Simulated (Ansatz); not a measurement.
# TiAl3 (I4/mmm) in Ansatz: further runs

Runs on TiAl3. Level: r2SCAN. Tasks: single point, equation of state.

All numbers are computed with Ansatz 0.2.0; they aren't measurements. Logs are shortened: lines on timing, memory, paths and dates and some standing lists are left out, and cuts for length are marked.

### Step 1. The crystal as given

The structure is tetragonal, space group I4/mmm (No. 139). The conventional cell has a = 3.822 Å, b = 3.822 Å, c = 8.561 Å, α = 90.00°, β = 90.00°, γ = 90.00°. Around Ti (site symmetry 4/mmm) lie 12 Al at 2.70 to 2.87 Å. Around Al (site symmetry -4m2) lie 8 Al at 2.70 to 2.87 Å and 4 Ti at 2.87 Å. Al (site symmetry 4/mmm) has 4 Ti at 2.70 Å and 8 Al at 2.87 Å as nearest neighbours.

The cell comes from a database or a generator and needn't be the stable form of this composition.

### Step 2. Single point, r2SCAN, 14.70 Å³/atom (volume scaled by 0.94)

Input file input.yaml:

```yaml
crystal:
  lattice:
    - [-1.8720936454, 1.8720936454, 4.1932836873]
    - [1.8720936454, -1.8720936454, 4.1932836873]
    - [1.8720936454, 1.8720936454, -4.1932836873]
  atoms:
    - { symbol: Ti, position: [0.0, 0.0, 0.0] }
    - { symbol: Al, position: [0.25, 0.75, 0.5] }
    - { symbol: Al, position: [0.75, 0.25, 0.5] }
    - { symbol: Al, position: [0.5, 0.5, 0.0] }
hamiltonian:
  xc: r2scan
  pseudopotentials: { kind: paw }
kpoints:
  mp_grid: { grid: [10, 10, 10] }
scf:
  occupations: { method: fermi_dirac, width: 0.05 }
output:
  forces: true
  stress: true
  eigenvalues: true
  write_density: true
  write_potential: true
  elf: true
  volumetric_format: npy
```

Potentials or basis: Ansatz PAW.

On the command line:

```sh
ansatz run input.yaml --threads 2 --pin off --max-ram 5632MiB --backend cpu --events-out ev --progress --plain --runs-dir out
```

Output:

```text
Warning: RAYON_NUM_THREADS=2 ignored (pool sized by the plan → 2); use --threads N
Engine: ansatz 0.2.0, x86_64-unknown-linux-gnu
Pseudopotentials: kind: paw
Pseudopotential: Ti, paw, valence charge 12, recommended cutoff 500 eV (meta_gga), Ti.paw.azcp
Pseudopotential: Al, paw, valence charge 3, recommended cutoff 500 eV (meta_gga), Al.paw.azcp
Functional definition: r2SCAN
  parameter k0 = 0.174
  parameter k1 = 0.065
  parameter a1 = 4.9479
  exchange = r2scan_x(k0 = k0, k1 = k1, a1 = a1)
  correlation = r2scan_c
Crystal: 4 atoms, lattice volume = 58.785 Å³
Basis set: ecut = 500 eV, 1459 PW (Γ), exchange–correlation on 160×160×160 points (64 copies of the dense FFT grid, shifted against one another)
Bands: 15, of which v1, the nominal top of the filled ones, is band 11 counted from 1 (10 counted from 0)
Symmetry: 16 space group operations
Space group: I4/mmm (ITA 139), of the structure as read, at distance tolerance 3.9e-5 Å
k-points: 102 of 1000
Non-local potential: Ti, projectors of the file, l = 0: 3, l = 1: 2, l = 2: 3, l = 3: 1
Non-local potential: Al, projectors of the file, l = 0: 2, l = 1: 2, l = 2: 1
PAW form: soft (Blöchl's): semilocal exchange-correlation on the pseudo side does not see the compensation charge
PAW frozen core: Ti, regenerated for the run's functional (the file was generated under x = pbe(κ = 0.804, μ = 0.2195149727645171), c = pbe(β = 0.06672455060314922))
PAW frozen core: Al, regenerated for the run's functional (the file was generated under x = pbe(κ = 0.804, μ = 0.2195149727645171), c = pbe(β = 0.06672455060314922))
PAW one-centre angular grid: Ti, 590 points (default); XC on 160 Gauss nodes
PAW one-centre angular grid: Al, 302 points (default); XC on 160 Gauss nodes
Initial density: superposition of atomic densities (neutral atoms: chi_scale 0, normalization atom), corrected by the library's trained network
Initial wavefunctions: pseudopotential atomic-orbital guess
Functional: x = r2scan, c = r2scan; τ floored in thin density (d = 2e-4 eV/Å³)
SCF iter   1: F=—  HF=-4127.214142 eV  |F-HF|=—  |Δ(HF+E_count)|=         —  Δρ=1.22e-2  dr2=1.10e-1  dr2_τ=3.35e-2  ethr=1.77e-3  ⟨swp⟩=5.8  Hψ=9143  notcnv=0
preconditioner: auto → Kerker (q_TF=auto, 2.298 Å⁻¹)  [metal: Δε(μ)=0.047 eV  Ē_g=6.282 eV  σ=0.050 eV  W_gap=0.22  n_scr=10 (ndim 8)  ℏωp=17.5 eV  f_vac=0.000  D(μ)=1.36/eV (n_scr^D=10)]
SCF iter   2: F=—  HF=-4127.259222 eV  |F-HF|=—  |Δ(HF+E_count)|=   4.51e-2  Δρ=4.36e-3  dr2=1.24e-2  dr2_τ=2.67e-3  ethr=5.24e-4  ⟨swp⟩=2.2  Hψ=3787  notcnv=0
SCF iter   3: F=—  HF=-4127.258867 eV  |F-HF|=—  |Δ(HF+E_count)|=   3.56e-4  Δρ=2.34e-3  dr2=2.82e-3  dr2_τ=7.46e-5  ethr=5.90e-5  ⟨swp⟩=2.0  Hψ=2231  notcnv=0
SCF iter   4: F=—  HF=-4127.258864 eV  |F-HF|=—  |Δ(HF+E_count)|=   2.44e-6  Δρ=2.25e-4  dr2=2.53e-5  dr2_τ=2.51e-6  ethr=1.34e-5  ⟨swp⟩=2.8  Hψ=2748  notcnv=0
SCF iter   5: F=—  HF=-4127.258881 eV  |F-HF|=—  |Δ(HF+E_count)|=   1.67e-5  Δρ=9.28e-5  dr2=5.82e-6  dr2_τ=3.05e-7  ethr=1.20e-7  ⟨swp⟩=2.0  Hψ=2210  notcnv=0
SCF iter   6: F=—  HF=-4127.258879 eV  |F-HF|=—  |Δ(HF+E_count)|=   1.49e-6  Δρ=2.14e-5  dr2=3.84e-7  dr2_τ=1.43e-8  ethr=2.77e-8  ⟨swp⟩=2.0  Hψ=2120  notcnv=0
SCF iter   7: F=-4127.258879 eV  HF=-4127.258879 eV  |F-HF|=4.38e-9  |Δ(HF+E_count)|=   5.16e-8  Δρ=3.34e-6  dr2=8.33e-9  dr2_τ=3.10e-10  ethr=4.76e-10  ⟨swp⟩=8.1  Hψ=9342  notcnv=0
SCF 1 converged in 7 iterations: F = -4127.258879 eV  dr2 = 8.33e-9
SCF converged after 7 iterations
Free energy (F): -4127.258879 eV
Harris-Foulkes:  -4127.258879 eV  (|F-HF|=4.38e-9)
Internal energy: -4127.247050 eV  (E = F + TS)
E sigma→0 (E₀):  -4127.252964 eV
Entropy (-TS):   -0.011830 eV (-2.957 meV/atom)
Fermi energy:    10.432655 eV
--- Per-component energies (eV) ---
  E_band       = -150.441443
  E_kinetic    = 349.967324
  E_local      = -1153.919142  (includes V_loc(G=0)·N_el)
  E_nonlocal   = 38.525265
  E_hartree    = 512.895103
  E_xc         = -206.709865
  E_vxc        = -231.055743  (∫ρ·V_xc dr)
  E_paw        = -2477.895357  (= ΣΔE_a)
  E_vpaw       = -192.592583  (= ΣTr[D̂ρ^β])
  E_aug_tail   = 0.000090  (compensation charges beyond the density's cutoff)
  E_vtau       = 12.846380  (kinetic-family band-sum trace: ∫τ·v_τ [+ j·A + Jᵃ·Aᵃ] dr)
  E_ewald      = -1189.676685
  E_core_change = -0.433781  (= ΣΔE_core)
  E_smearing   = -0.011830  (= −TS)
  E_closure    = -0.000000  (closes the sum)
  Σ components = -4127.258879   (vs F -4127.258879, Δ=0.00e0)
--- Forces (eV/Å), atoms counted from 1 ---
  atom   1  Ti     0.00000000     0.00000000     0.00000000
  atom   2  Al    -0.00000000     0.00000000     0.00000000
  atom   3  Al     0.00000000    -0.00000000     0.00000000
  atom   4  Al     0.00000000    -0.00000000    -0.00000000
  max |Σ_I F_I| component: 3.47e-18 eV/Å
--- Stress (GPa, compression-positive) ---
        8.426915       0.000000       0.000000
        0.000000       8.426915      -0.000000
        0.000000       0.000000       7.761833
  P = ⅓ Tr σ = 8.2052 GPa (82.052 kbar)
--- Band table (eV; the first three rows and the last of 102) ---
  k-point 0: bands = ["-48.1970", "-23.4733", "-23.4733", "-23.4082", "-0.6521", "7.4057", "7.4564", "8.8374", "9.0560", "9.0560", "11.3593", "12.3450", "12.3450", "12.6336", "13.7484"]
  k-point 1: bands = ["-48.1966", "-23.4772", "-23.4766", "-23.4077", "-0.4209", "7.3103", "7.5971", "8.4904", "8.5918", "9.0286", "10.4489", "12.5110", "12.6185", "12.6527", "14.1068"]
  k-point 2: bands = ["-48.1956", "-23.4869", "-23.4850", "-23.4063", "0.2602", "6.9490", "7.4564", "8.0622", "8.1171", "9.0040", "9.0294", "12.5844", "12.8424", "12.9996", "14.2656"]
  k-point 101: bands = ["-48.1969", "-23.4738", "-23.4738", "-23.4132", "1.1448", "2.1281", "8.2708", "9.4130", "9.4130", "10.1188", "11.2440", "11.2440", "11.5057", "13.7708", "16.2859"]
```

Wall time 3.1 s (2 threads of AMD EPYC 9R45 (Zen 5), shared host); peak memory 0.73 GiB.

What came out:

| Quantity | Value |
| --- | --- |
| Free energy | -4127.2589 eV |
| Pressure | 8.2 GPa |
| Band gap on the k mesh | none (metal or under the smearing width) |

Caveat: the PAW data sets come from PBE, with cores solved anew for the run's functional, which leaves a small shift of forces and pressure.

### Step 3. Single point, r2SCAN, 15.01 Å³/atom (volume scaled by 0.96)

input.yaml: that of step 2 with these lines changed.

```diff
@@ -2,5 +2,5 @@
   lattice:
-    - [-1.8720936454, 1.8720936454, 4.1932836873]
-    - [1.8720936454, -1.8720936454, 4.1932836873]
-    - [1.8720936454, 1.8720936454, -4.1932836873]
+    - [-1.8852778379, 1.8852778379, 4.2228148271]
+    - [1.8852778379, -1.8852778379, 4.2228148271]
+    - [1.8852778379, 1.8852778379, -4.2228148271]
   atoms:
@@ -21,5 +21 @@
   eigenvalues: true
-  write_density: true
-  write_potential: true
-  elf: true
-  volumetric_format: npy
```

Potentials or basis: Ansatz PAW.

On the command line:

```sh
ansatz run input.yaml --threads 2 --pin off --max-ram 5632MiB --backend cpu --events-out ev --progress --plain --runs-dir out
```

It took 2.5 s on 2 threads of AMD EPYC 9R45 (Zen 5), shared host; peak memory 0.74 GiB.

The run converged. Its results:

```
Free energy            : -4127.3111 eV
Pressure               : 5.2 GPa
Band gap on the k mesh : none (metal or under the smearing width)
```

Caveat: the PAW data sets come from PBE, with cores solved anew for the run's functional, which leaves a small shift of forces and pressure.

### Step 4. Single point, r2SCAN, 15.32 Å³/atom (volume scaled by 0.98)

input.yaml: that of step 3 with these lines changed.

```diff
@@ -2,5 +2,5 @@
   lattice:
-    - [-1.8852778379, 1.8852778379, 4.2228148271]
-    - [1.8852778379, -1.8852778379, 4.2228148271]
-    - [1.8852778379, 1.8852778379, -4.2228148271]
+    - [-1.8982801649, 1.8982801649, 4.2519386083]
+    - [1.8982801649, -1.8982801649, 4.2519386083]
+    - [1.8982801649, 1.8982801649, -4.2519386083]
   atoms:
```

On the command line:

```sh
ansatz run input.yaml --threads 2 --pin off --max-ram 5632MiB --backend cpu --events-out ev --progress --plain --runs-dir out
```

It took 2.5 s on 2 threads of AMD EPYC 9R45 (Zen 5), shared host; peak memory 0.74 GiB.

It converged, with:

```
Free energy            : -4127.3413 eV
Pressure               : 2.5 GPa
Band gap on the k mesh : none (metal or under the smearing width)
```

Caveat: the PAW data sets come from PBE, with cores solved anew for the run's functional, which leaves a small shift of forces and pressure.

### Step 5. Single point, r2SCAN, 15.63 Å³/atom

input.yaml: that of step 4 with these lines changed.

```diff
@@ -2,5 +2,5 @@
   lattice:
-    - [-1.8982801649, 1.8982801649, 4.2519386083]
-    - [1.8982801649, -1.8982801649, 4.2519386083]
-    - [1.8982801649, 1.8982801649, -4.2519386083]
+    - [-1.9111067713, 1.9111067713, 4.2806687947]
+    - [1.9111067713, -1.9111067713, 4.2806687947]
+    - [1.9111067713, 1.9111067713, -4.2806687947]
   atoms:
@@ -21 +21,5 @@
   eigenvalues: true
+  write_density: true
+  write_potential: true
+  elf: true
+  volumetric_format: npy
```

On the command line:

```sh
ansatz run input.yaml --threads 2 --pin off --max-ram 5632MiB --backend cpu --events-out ev --progress --plain --runs-dir out
```

Wall time 3.1 s (2 threads of AMD EPYC 9R45 (Zen 5), shared host); peak memory 0.73 GiB.

It converged, with:

```yaml
Free_energy: -4127.3515 eV
Pressure: 0.1 GPa
Band_gap_on_the_k_mesh: none (metal or under the smearing width)
```

Caveat: the PAW data sets come from PBE, with cores solved anew for the run's functional, which leaves a small shift of forces and pressure.

### Step 6. Single point, r2SCAN, 15.95 Å³/atom (volume scaled by 1.02)

input.yaml: that of step 5 with these lines changed.

```diff
@@ -2,5 +2,5 @@
   lattice:
-    - [-1.9111067713, 1.9111067713, 4.2806687947]
-    - [1.9111067713, -1.9111067713, 4.2806687947]
-    - [1.9111067713, 1.9111067713, -4.2806687947]
+    - [-1.9237634764, 1.9237634764, 4.3090184209]
+    - [1.9237634764, -1.9237634764, 4.3090184209]
+    - [1.9237634764, 1.9237634764, -4.3090184209]
   atoms:
```

Potentials or basis: Ansatz PAW.

On the command line:

```sh
ansatz run input.yaml --threads 2 --pin off --max-ram 5632MiB --backend cpu --events-out ev --progress --plain --runs-dir out
```

Wall time 2.9 s (2 threads of AMD EPYC 9R45 (Zen 5), shared host); peak memory 0.74 GiB.

It converged, with:

- Free energy: -4127.3435 eV
- Pressure: -2.1 GPa
- Band gap on the k mesh: none (metal or under the smearing width)

Caveat: the PAW data sets come from PBE, with cores solved anew for the run's functional, which leaves a small shift of forces and pressure.

### Step 7. Single point, r2SCAN, 16.26 Å³/atom (volume scaled by 1.04)

input.yaml: that of step 6 with these lines changed.

```diff
@@ -2,5 +2,5 @@
   lattice:
-    - [-1.9237634764, 1.9237634764, 4.3090184209]
-    - [1.9237634764, -1.9237634764, 4.3090184209]
-    - [1.9237634764, 1.9237634764, -4.3090184209]
+    - [-1.936255797, 1.936255797, 4.336999844]
+    - [1.936255797, -1.936255797, 4.336999844]
+    - [1.936255797, 1.936255797, -4.336999844]
   atoms:
@@ -21,5 +21 @@
   eigenvalues: true
-  write_density: true
-  write_potential: true
-  elf: true
-  volumetric_format: npy
```

On the command line:

```sh
ansatz run input.yaml --threads 2 --pin off --max-ram 5632MiB --backend cpu --events-out ev --progress --plain --runs-dir out
```

Run time: 2.3 s. Hardware: 2 threads of AMD EPYC 9R45 (Zen 5), shared host; peak memory 0.74 GiB.

The run converged. Its results:

- Free energy: -4127.3192 eV
- Pressure: -4.1 GPa
- Band gap on the k mesh: none (metal or under the smearing width)

Caveat: the PAW data sets come from PBE, with cores solved anew for the run's functional, which leaves a small shift of forces and pressure.

### Step 8. Single point, r2SCAN, 16.57 Å³/atom (volume scaled by 1.06)

input.yaml: that of step 7 with these lines changed.

```diff
@@ -2,5 +2,5 @@
   lattice:
-    - [-1.936255797, 1.936255797, 4.336999844]
-    - [1.936255797, -1.936255797, 4.336999844]
-    - [1.936255797, 1.936255797, -4.336999844]
+    - [-1.948588969, 1.948588969, 4.3646247916]
+    - [1.948588969, -1.948588969, 4.3646247916]
+    - [1.948588969, 1.948588969, -4.3646247916]
   atoms:
```

On the command line:

```sh
ansatz run input.yaml --threads 2 --pin off --max-ram 5632MiB --backend cpu --events-out ev --progress --plain --runs-dir out
```

Run time: 2.4 s. Hardware: 2 threads of AMD EPYC 9R45 (Zen 5), shared host; peak memory 0.74 GiB.

It converged, with:

- Free energy: -4127.2801 eV
- Pressure: -5.9 GPa
- Band gap on the k mesh: none (metal or under the smearing width)

Caveat: the PAW data sets come from PBE, with cores solved anew for the run's functional, which leaves a small shift of forces and pressure.

### Step 9. Equation of state, r2SCAN

Potentials or basis: Ansatz PAW.

No new run: the results of the series are fitted here.

What came out:

```
Equilibrium volume                        : 15.65 Å³/atom
Bulk modulus at fixed shape and positions : 115 GPa
Pressure derivative of the bulk modulus   : 4.0
```

Energy against volume, from the lowest point:
```
volume (Å³/atom)  energy (meV/atom)
          14.696              23.14
          15.009              10.08
          15.322               2.54
          15.634               0.00
          15.947               1.98
          16.260               8.06
          16.572              17.83
```

Caveat: the cell was scaled at fixed shape and fractional positions, which overstates the stiffness of a crystal with free parameters, most of all of layers and chains; the PAW data sets were made with another functional, which shifts forces and pressure a little.
